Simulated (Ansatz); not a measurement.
# Relaxing Sb3Se

All numbers below come from Ansatz 0.2.0, DFT PBE, scalar-relativistic, plane waves, PAW. Cutoff 420 eV, Γ-centred k mesh, Gaussian smearing, no spin polarisation in the final step.

The start puts Sb3Se on the Cu3Au (L1_2) structure type (Pm-3m, No. 221), with Se in place of Au, Sb in place of Cu, at a guessed volume.

```
Sb Se
1.0
     4.75097    0.00000    0.00000
     0.00000    4.75097    0.00000
     0.00000    0.00000    4.75097
Sb Se
3 1
Direct
  0.00000 0.50000 0.50000
  0.50000 0.00000 0.50000
  0.50000 0.50000 0.00000
  0.00000 0.00000 0.00000
```

Cell and atoms relax at zero pressure; the relaxation can't lower the symmetry of the start.

Formation energies are uncorrected and refer to the elements' standard structures at the same level.

Question: What does it relax into?

Answer: It keeps Pm-3m (No. 221). The result has the Cu3Au (L1_2) structure. Conventional cell: a = 4.688 Å. Around Sb lie 4 Se at 3.31 Å and 8 Sb at 3.31 Å; Se is coordinated by 12 Sb at 3.31 Å.

```xyz
4
Lattice="4.6879 0.0000 0.0000 0.0000 4.6879 0.0000 0.0000 0.0000 4.6879" Properties=species:S:1:pos:R:3 pbc="T T T"
Sb    0.0000    2.3439    2.3439
Sb    2.3439    0.0000    2.3439
Sb    2.3439    2.3439    0.0000
Se    0.0000    0.0000    0.0000
```

Question: What are its volume, energy, density and gap?

Answer: The volume per atom is 25.76 Å³. The density is 7.16 g/cm³ and the energy over the elements is 0.35 eV/atom. The gap on the 10×10×10 mesh is 0 eV (a metal).

The final run used a 10×10×10 mesh on its 4-atom cell and 0.10 eV smearing. The k mesh leaves about 4 meV/atom of noise in metals. Spin–orbit coupling is left out. Symmetry constrained the relaxation, so the result can be a saddle point.

Cost: 2 runs of about 0.87 core-minutes in all, on Intel Xeon Platinum 8375C (Ice Lake) (shared hosts).